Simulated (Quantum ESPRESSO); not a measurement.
# AlN (P6_3mc) in Quantum ESPRESSO: notebook

One crystal, AlN, is run at these levels: PBE, LDA, PBEsol; tasks: band structure, single point, equation of state.

All numbers are computed with Quantum ESPRESSO 7.5; they aren't measurements. Logs are shortened: lines on timing, memory, paths and dates and some standing lists are left out, and cuts for length are marked.

**The experiment to reproduce.**

From “Self-assembly of well-separated AlN nanowires directly on sputtered metallic TiN films”, 2019, arxiv:1910.07391, for a bulk crystal of AlN at 10 K: band gap 6.034 eV (an exciton energy, a little under the gap).

“Structural and optical properties of self-assembled AlN nanowires grown on SiO2/Si substrates by molecular beam epitaxy”, 2024, arxiv:2402.00216 quotes, for a bulk crystal of AlN at 0 K: band gap 6.0343 eV (an exciton energy, a little under the gap).

The results are compared with them further down.

### Step 1. The structure

The structure is hexagonal, space group P6_3mc (No. 186). Conventional cell: a = 3.113 Å, b = 3.113 Å, c = 4.981 Å, α = 90.00°, β = 90.00°, γ = 120.00°. Al (site symmetry 3m) is surrounded by 4 N at 1.89 Å. N (site symmetry 3m) is surrounded by 4 Al at 1.89 Å.

### Step 2. Band structure, PBE

Input file pw.in:

```
&CONTROL
  calculation = 'scf'
  prefix = 'pwscf'
  outdir = './tmp'
  pseudo_dir = './pseudo'
  tprnfor = .true.
  tstress = .true.
  disk_io = 'low'
/
&SYSTEM
  ibrav = 0
  nat = 4
  ntyp = 2
  ecutwfc = 84
  nbnd = 14
  occupations = 'smearing'
  smearing = 'fd'
  degauss = 0.00367493
/
&ELECTRONS
  conv_thr = 8d-10
  electron_maxstep = 120
  mixing_beta = 0.5
/
ATOMIC_SPECIES
Al    26.9815 Al.upf
N     14.0070 N.upf
CELL_PARAMETERS angstrom
   3.1130000000    0.0000000000    0.0000000000
  -1.5565000000    2.6959370820    0.0000000000
   0.0000000000    0.0000000000    4.9810000000
ATOMIC_POSITIONS crystal
Al     0.6666666667    0.3333333333    0.5000000000
Al     0.3333333333    0.6666666667    0.0000000000
N      0.6666666667    0.3333333333    0.8800000000
N      0.3333333333    0.6666666667    0.3800000000
K_POINTS automatic
10 10 6 0 0 0
```

Input file bands.in:

```
&CONTROL
  calculation = 'bands'
  prefix = 'pwscf'
  outdir = './tmp'
  pseudo_dir = './pseudo'
  disk_io = 'low'
  verbosity = 'high'
/
&SYSTEM
  ibrav = 0
  nat = 4
  ntyp = 2
  ecutwfc = 84
  nbnd = 14
  occupations = 'smearing'
  smearing = 'fd'
  degauss = 0.00367493
/
&ELECTRONS
  conv_thr = 1d-08
  electron_maxstep = 120
  mixing_beta = 0.5
  diago_full_acc = .true.
/
ATOMIC_SPECIES
Al    26.9815 Al.upf
N     14.0070 N.upf
CELL_PARAMETERS angstrom
   3.1130000000    0.0000000000    0.0000000000
  -1.5565000000    2.6959370820    0.0000000000
   0.0000000000    0.0000000000    4.9810000000
ATOMIC_POSITIONS crystal
Al     0.6666666667    0.3333333333    0.5000000000
Al     0.3333333333    0.6666666667    0.0000000000
N      0.6666666667    0.3333333333    0.8800000000
N      0.3333333333    0.6666666667    0.3800000000
K_POINTS crystal
60
 0.0000000000  0.0000000000  0.0000000000 1
 0.0714285714  0.0000000000  0.0000000000 1
 0.1428571429  0.0000000000  0.0000000000 1
 0.2142857143  0.0000000000  0.0000000000 1
 0.2857142857  0.0000000000  0.0000000000 1
 0.3571428571  0.0000000000  0.0000000000 1
 0.4285714286  0.0000000000  0.0000000000 1
 0.5000000000  0.0000000000  0.0000000000 1
 0.4583333333  0.0833333333  0.0000000000 1
 0.4166666667  0.1666666667  0.0000000000 1
 0.3750000000  0.2500000000  0.0000000000 1
 0.3333333333  0.3333333333  0.0000000000 1
 0.2962962963  0.2962962963  0.0000000000 1
 0.2592592593  0.2592592593  0.0000000000 1
 0.2222222222  0.2222222222  0.0000000000 1
 0.1851851852  0.1851851852  0.0000000000 1
 0.1481481481  0.1481481481  0.0000000000 1
 0.1111111111  0.1111111111  0.0000000000 1
 0.0740740741  0.0740740741  0.0000000000 1
 0.0370370370  0.0370370370  0.0000000000 1
 0.0000000000  0.0000000000  0.0000000000 1
 0.0000000000  0.0000000000  0.1250000000 1
 0.0000000000  0.0000000000  0.2500000000 1
 0.0000000000  0.0000000000  0.3750000000 1
 0.0000000000  0.0000000000  0.5000000000 1
 0.0625000000  0.0000000000  0.5000000000 1
 0.1250000000  0.0000000000  0.5000000000 1
 0.1875000000  0.0000000000  0.5000000000 1
 0.2500000000  0.0000000000  0.5000000000 1
 0.3125000000  0.0000000000  0.5000000000 1
 0.3750000000  0.0000000000  0.5000000000 1
 0.4375000000  0.0000000000  0.5000000000 1
 0.5000000000  0.0000000000  0.5000000000 1
 0.4666666667  0.0666666667  0.5000000000 1
 0.4333333333  0.1333333333  0.5000000000 1
 0.4000000000  0.2000000000  0.5000000000 1
 0.3666666667  0.2666666667  0.5000000000 1
 0.3333333333  0.3333333333  0.5000000000 1
 0.3030303030  0.3030303030  0.5000000000 1
 0.2727272727  0.2727272727  0.5000000000 1
 0.2424242424  0.2424242424  0.5000000000 1
 0.2121212121  0.2121212121  0.5000000000 1
 0.1818181818  0.1818181818  0.5000000000 1
 0.1515151515  0.1515151515  0.5000000000 1
 0.1212121212  0.1212121212  0.5000000000 1
 0.0909090909  0.0909090909  0.5000000000 1
 0.0606060606  0.0606060606  0.5000000000 1
 0.0303030303  0.0303030303  0.5000000000 1
 0.0000000000  0.0000000000  0.5000000000 1
 0.5000000000  0.0000000000  0.5000000000 1
 0.5000000000  0.0000000000  0.3750000000 1
 0.5000000000  0.0000000000  0.2500000000 1
 0.5000000000  0.0000000000  0.1250000000 1
 0.5000000000  0.0000000000  0.0000000000 1
 0.3333333333  0.3333333333  0.0000000000 1
 0.3333333333  0.3333333333  0.1000000000 1
 0.3333333333  0.3333333333  0.2000000000 1
 0.3333333333  0.3333333333  0.3000000000 1
 0.3333333333  0.3333333333  0.4000000000 1
 0.3333333333  0.3333333333  0.5000000000 1
```

Potentials or basis: PseudoDojo 0.4.1 SR PBE standard.

The run is started by

```console
$ OMP_NUM_THREADS=1 pw.x -in pw.in > pw.out
$ OMP_NUM_THREADS=1 pw.x -in bands.in > bands.out
```

pw.out:

```text
This program is part of the open-source Quantum ESPRESSO suite
     for quantum simulation of materials; please cite
[... 9 lines left out ...]
     --------------------
     sticks:   dense  smooth     PW     G-vecs:    dense   smooth      PW
     Sum         805     805    241                29383    29383    4661

     Using Slab Decomposition

     bravais-lattice index     =            0
     lattice parameter (alat)  =       5.8827  a.u.
     unit-cell volume          =     282.0993 (a.u.)^3
     number of atoms/cell      =            4
     number of atomic types    =            2
     number of electrons       =        16.00
     number of Kohn-Sham states=           14
     kinetic-energy cutoff     =      84.0000  Ry
     charge density cutoff     =     336.0000  Ry
     scf convergence threshold =      8.0E-10
     mixing beta               =       0.5000
     number of iterations used =            8  plain     mixing
     Exchange-correlation= PBE
                           (   1   4   3   4   0   0   0)

     celldm(1)=   5.882717  celldm(2)=   0.000000  celldm(3)=   0.000000
     celldm(4)=   0.000000  celldm(5)=   0.000000  celldm(6)=   0.000000

     crystal axes: (cart. coord. in units of alat)
               a(1) = (   1.000000   0.000000   0.000000 )
               a(2) = (  -0.500000   0.866025   0.000000 )
               a(3) = (   0.000000   0.000000   1.600064 )

     reciprocal axes: (cart. coord. in units 2 pi/alat)
               b(1) = (  1.000000  0.577350 -0.000000 )
               b(2) = (  0.000000  1.154701  0.000000 )
               b(3) = (  0.000000 -0.000000  0.624975 )

     PseudoPot. # 1 for Al read from file:
     Al.upf
     Pseudo is Norm-conserving + core correction, Zval =  3.0
     Generated using ONCVPSP code by D. R. Hamann
     Using radial grid of 1876 points,  6 beta functions with:
                l(1) =   0
                l(2) =   0
                l(3) =   1
                l(4) =   1
                l(5) =   2
                l(6) =   2

     PseudoPot. # 2 for N  read from file:
     N.upf
     Pseudo is Norm-conserving + core correction, Zval =  5.0
     Generated using ONCVPSP code by D. R. Hamann
     Using radial grid of 1058 points,  4 beta functions with:
                l(1) =   0
                l(2) =   0
                l(3) =   1
                l(4) =   1

     atomic species   valence    mass     pseudopotential
     Al                3.00    26.98150     Al( 1.00)
     N                 5.00    14.00700     N ( 1.00)

     12 Sym. Ops. (no inversion) found ( 6 have fractional translation)

   Cartesian axes

     site n.     atom                  positions (alat units)
         1        Al     tau(   1) = (   0.5000000   0.2886751   0.8000321  )
         2        Al     tau(   2) = (  -0.0000000   0.5773503   0.0000000  )
         3        N      tau(   3) = (   0.5000000   0.2886751   1.4080565  )
         4        N      tau(   4) = (  -0.0000000   0.5773503   0.6080244  )

     number of k points=    56  Fermi-Dirac smearing, width (Ry)=  0.0037
                       cart. coord. in units 2pi/alat
        k(    1) = (   0.0000000   0.0000000   0.0000000), wk =   0.0033333
        k(    2) = (   0.0000000   0.0000000   0.1041625), wk =   0.0066667
        k(    3) = (   0.0000000   0.0000000   0.2083250), wk =   0.0066667
        k(    4) = (   0.0000000   0.0000000  -0.3124875), wk =   0.0033333
        k(    5) = (   0.0000000   0.1154701   0.0000000), wk =   0.0200000
        k(    6) = (   0.0000000   0.1154701   0.1041625), wk =   0.0400000
[... 48 lines left out ...]
        k(   55) = (   0.3000000   0.5196152   0.2083250), wk =   0.0400000
        k(   56) = (   0.3000000   0.5196152  -0.3124875), wk =   0.0200000

     Dense  grid:    29383 G-vectors     FFT dimensions: (  36,  36,  60)

     Initial potential from superposition of free atoms

     starting charge      15.9951, renormalised to      16.0000
     Starting wfcs are   16 randomized atomic wfcs

     Self-consistent Calculation

     iteration #  1     ecut=    84.00 Ry     beta= 0.50
     Davidson diagonalization with overlap
     ethr =  1.00E-02,  avg # of iterations =  4.2

     total energy              =     -50.82064185 Ry
     estimated scf accuracy    <       1.20238368 Ry

     iteration #  2     ecut=    84.00 Ry     beta= 0.50
     Davidson diagonalization with overlap
     ethr =  7.51E-03,  avg # of iterations =  2.0

     total energy              =     -51.15552259 Ry
     estimated scf accuracy    <       0.14020670 Ry

     iteration #  3     ecut=    84.00 Ry     beta= 0.50
     Davidson diagonalization with overlap
     ethr =  8.76E-04,  avg # of iterations =  1.4

     total energy              =     -51.17439007 Ry
     estimated scf accuracy    <       0.01056449 Ry

     iteration #  4     ecut=    84.00 Ry     beta= 0.50
     Davidson diagonalization with overlap
     ethr =  6.60E-05,  avg # of iterations =  5.6

     total energy              =     -51.17662909 Ry
     estimated scf accuracy    <       0.00732225 Ry

     iteration #  5     ecut=    84.00 Ry     beta= 0.50
     Davidson diagonalization with overlap
     ethr =  4.58E-05,  avg # of iterations =  1.7
[... 29 lines left out ...]
     total energy              =     -51.17716308 Ry
     estimated scf accuracy    <       0.00000004 Ry

     iteration # 10     ecut=    84.00 Ry     beta= 0.50
     Davidson diagonalization with overlap
     ethr =  2.23E-10,  avg # of iterations =  3.8

     total energy              =     -51.17716311 Ry
     estimated scf accuracy    <          1.7E-09 Ry

     iteration # 11     ecut=    84.00 Ry     beta= 0.50
     Davidson diagonalization with overlap
     ethr =  1.05E-11,  avg # of iterations =  2.3

     total energy              =     -51.17716311 Ry
     estimated scf accuracy    <          5.2E-09 Ry

     iteration # 12     ecut=    84.00 Ry     beta= 0.50
     Davidson diagonalization with overlap
     ethr =  1.05E-11,  avg # of iterations =  2.0

     End of self-consistent calculation

          k = 0.0000 0.0000 0.0000 (  3693 PWs)   bands (ev):

    -8.0388  -5.8880   1.1319   6.2749   6.2749   6.9261   6.9261   7.1061
    11.3269  13.7821  17.6974  18.2973  18.2973  20.2841

          k = 0.0000 0.0000 0.1042 (  3657 PWs)   bands (ev):

    -7.9323  -6.0961   1.5030   6.3161   6.3161   6.5089   6.8801   6.8801
    11.8157  13.8473  17.5271  18.2647  18.2647  19.4689

          k = 0.0000 0.0000 0.2083 (  3670 PWs)   bands (ev):

    -7.6239  -6.5908   2.4760   5.2262   6.4306   6.4306   6.7562   6.7562
    12.7629  13.9018  17.2623  18.2877  18.3137  18.3138

          k = 0.0000 0.0000-0.3125 (  3688 PWs)   bands (ev):

    -7.1503  -7.1503   3.7932   3.7932   6.5911   6.5911   6.5911   6.5911
    13.5726  13.5726  17.4512  17.4513  18.6138  18.6138

          k = 0.0000 0.1155 0.0000 (  3671 PWs)   bands (ev):

    -7.9118  -5.8168   1.2832   5.6949   6.1109   6.3584   6.9053   7.0508
    11.9025  14.2894  17.1779  17.4932  18.6610  19.8640

          k = 0.0000 0.1155 0.1042 (  3675 PWs)   bands (ev):

    -7.8071  -6.0166   1.6320   5.7400   6.0477   6.1598   6.8369   6.8472
    12.2694  14.3444  16.9312  17.5064  18.6025  19.3708
[... 51 lines left out ...]
          k = 0.0000 0.4619 0.0000 (  3661 PWs)   bands (ev):

    -6.4055  -5.3332   2.0452   3.2139   3.3356   5.1358   5.8000   6.5012
    13.1296  13.2646  15.2336  17.3979  18.2180  19.1847

          k = 0.0000 0.4619 0.1042 (  3667 PWs)   bands (ev):

    -6.3373  -5.4068   1.8437   2.8869   3.8456   5.2116   6.0078   6.3888
    12.6859  13.2936  15.8623  17.0427  18.5149  18.9051

          k = 0.0000 0.4619 0.2083 (  3673 PWs)   bands (ev):

    -6.1475  -5.6082   1.7010   2.3190   4.7790   5.4276   6.1013   6.1330
    12.3346  13.1967  16.1879  17.0485  18.4631  19.2999

          k = 0.0000 0.4619-0.3125 (  3672 PWs)   bands (ev):

    -5.8811  -5.8811   1.8697   1.8697   5.6697   5.6697   5.7470   5.7470
    12.6703  12.6703  16.5724  16.5724  18.8518  18.8518

          k = 0.0000-0.5774 0.0000 (  3658 PWs)   bands (ev):

    -6.0755  -5.3805   1.6886   2.9777   3.7772   5.0445   5.3398   6.4476
    12.9320  12.9503  15.3155  17.4016  18.0466  19.2908

          k = 0.0000-0.5774 0.1042 (  3658 PWs)   bands (ev):

    -6.0240  -5.4187   1.5406   2.6062   4.1673   5.1219   5.6823   6.3312
    12.4680  13.0115  16.0298  16.8833  18.3620  19.4095

          k = 0.0000-0.5774 0.2083 (  3662 PWs)   bands (ev):

    -5.8852  -5.5316   1.3984   1.9822   4.9850   5.3428   6.0344   6.0385
    12.0943  12.9575  16.2128  16.9109  18.4289  19.2193

          k = 0.0000-0.5774-0.3125 (  3676 PWs)   bands (ev):

    -5.7021  -5.7021   1.5354   1.5354   5.6702   5.6702   5.7562   5.7562
    12.4422  12.4422  16.4230  16.4230  18.9146  18.9146

          k = 0.1000 0.1732 0.0000 (  3675 PWs)   bands (ev):

    -7.6659  -5.6880   1.5802   4.9595   5.2076   6.0992   6.7254   6.9212
    12.7044  15.0365  16.3145  16.5594  19.0944  19.3132

          k = 0.1000 0.1732 0.1042 (  3682 PWs)   bands (ev):

    -7.5649  -5.8710   1.8750   5.0677   5.0737   5.9845   6.6506   6.8000
    12.8997  15.0661  16.0730  16.6507  18.8995  19.1973

          k = 0.1000 0.1732 0.2083 (  3684 PWs)   bands (ev):

    -7.2735  -6.3155   2.6324   4.5023   5.3754   5.9400   6.4522   6.4604
    13.4147  14.7979  15.9797  16.7334  18.5977  19.1040

          k = 0.1000 0.1732-0.3125 (  3686 PWs)   bands (ev):

    -6.8304  -6.8304   3.5944   3.5944   5.7998   5.7998   6.2639   6.2639
    14.1078  14.1078  16.3993  16.3993  18.8195  18.8195

          k = 0.1000 0.2887 0.0000 (  3684 PWs)   bands (ev):

    -7.2088  -5.4878   2.1491   3.7198   4.3029   5.5530   6.4765   6.6188
    13.6136  14.9155  15.2719  16.6327  18.3605  18.8290

          k = 0.1000 0.2887 0.1042 (  3674 PWs)   bands (ev):
[... 114 lines left out ...]
          k = 0.3000 0.5196 0.0000 (  3658 PWs)   bands (ev):

    -5.7361  -5.4081   2.3091   3.1863   3.6199   4.3306   4.8391   5.1005
    12.2907  15.3578  16.5743  16.9244  18.3407  18.9174

          k = 0.3000 0.5196 0.1042 (  3662 PWs)   bands (ev):

    -5.7050  -5.4191   2.3640   2.7805   3.2946   4.5758   4.9406   5.5481
    12.6567  15.2600  16.0602  16.5241  18.6565  18.8014

          k = 0.3000 0.5196 0.2083 (  3659 PWs)   bands (ev):

    -5.6253  -5.4582   2.3408   2.3429   3.1162   4.0590   5.7830   6.1641
    13.4899  14.7618  15.5751  15.7394  18.8004  18.9264

          k = 0.3000 0.5196-0.3125 (  3646 PWs)   bands (ev):

    -5.5315  -5.5315   2.2113   2.2113   3.4882   3.4882   6.2968   6.2968
    14.2104  14.2104  15.3870  15.3870  18.9141  18.9141

     the Fermi energy is     9.7880 ev

!    total energy              =     -51.17716311 Ry
     estimated scf accuracy    <          1.5E-10 Ry
     smearing contrib. (-TS)   =      -0.00000000 Ry
     internal energy E=F+TS    =     -51.17716311 Ry

     The total energy is F=E-TS. E is the sum of the following terms:
     one-electron contribution =      -2.07187036 Ry
     hartree contribution      =      11.37783267 Ry
     xc contribution           =     -16.99667714 Ry
     ewald contribution        =     -43.48644828 Ry

     convergence has been achieved in  12 iterations

     Forces acting on atoms (cartesian axes, Ry/au):

     atom    1 type  1   force =     0.00000000    0.00000000   -0.00507692
     atom    2 type  1   force =    -0.00000000   -0.00000000   -0.00507692
     atom    3 type  2   force =    -0.00000000    0.00000000    0.00507692
     atom    4 type  2   force =     0.00000000   -0.00000000    0.00507692

     Total force =     0.010154     Total SCF correction =     0.000000

     Computing stress (Cartesian axis) and pressure

          total   stress  (Ry/bohr**3)                   (kbar)     P=       33.53
   0.00019070   0.00000000   0.00000000           28.05        0.00        0.00
   0.00000000   0.00019070   0.00000000            0.00       28.05        0.00
   0.00000000   0.00000000   0.00030241            0.00        0.00       44.49

=------------------------------------------------------------------------------=
   JOB DONE.
=------------------------------------------------------------------------------=
```

Run time: 93 s. Hardware: 1 thread of Intel Xeon Platinum 8488C (Sapphire Rapids), shared host; peak memory 0.09 GiB.

What came out:

| Quantity | Value |
| --- | --- |
| Free energy | -696.3008 eV |
| Pressure | 3.4 GPa |
| Largest force | 0.131 eV/Å |
| Band gap on the k mesh | 4.22 eV, direct |
| Band gap along the path | 4.22 eV, direct |

Forces on the atoms (eV/Å):
```
Al   0.000  0.000 -0.131
Al   0.000  0.000 -0.131
N    0.000  0.000  0.131
N    0.000  0.000  0.131
```

Levels at the corners of the path, in eV from the valence-band top:
```tsv
point	band 5	band 6	band 7	band 8	band 9	band 10	band 11	band 12
Γ	-0.83	-0.18	-0.18	0.00	4.22	6.68	10.59	11.19
M	-3.33	-2.06	-1.77	-0.66	5.83	5.84	8.21	10.30
K	-3.75	-2.42	-2.37	-2.37	5.08	8.38	9.70	9.70
Γ	-0.83	-0.18	-0.18	0.00	4.22	6.68	10.59	11.19
A	-0.51	-0.51	-0.51	-0.51	6.47	6.47	10.35	10.35
L	-1.44	-1.44	-1.35	-1.35	5.34	5.34	9.32	9.32
H	-3.83	-3.83	-0.78	-0.78	7.44	7.44	7.88	7.88
A	-0.51	-0.51	-0.51	-0.51	6.47	6.47	10.35	10.35
L	-1.44	-1.44	-1.35	-1.35	5.34	5.34	9.32	9.32
M	-3.33	-2.06	-1.77	-0.66	5.83	5.84	8.21	10.30
K	-3.75	-2.42	-2.37	-2.37	5.08	8.38	9.70	9.70
H	-3.83	-3.83	-0.78	-0.78	7.44	7.44	7.88	7.88
```

[end of part 1 of 3]
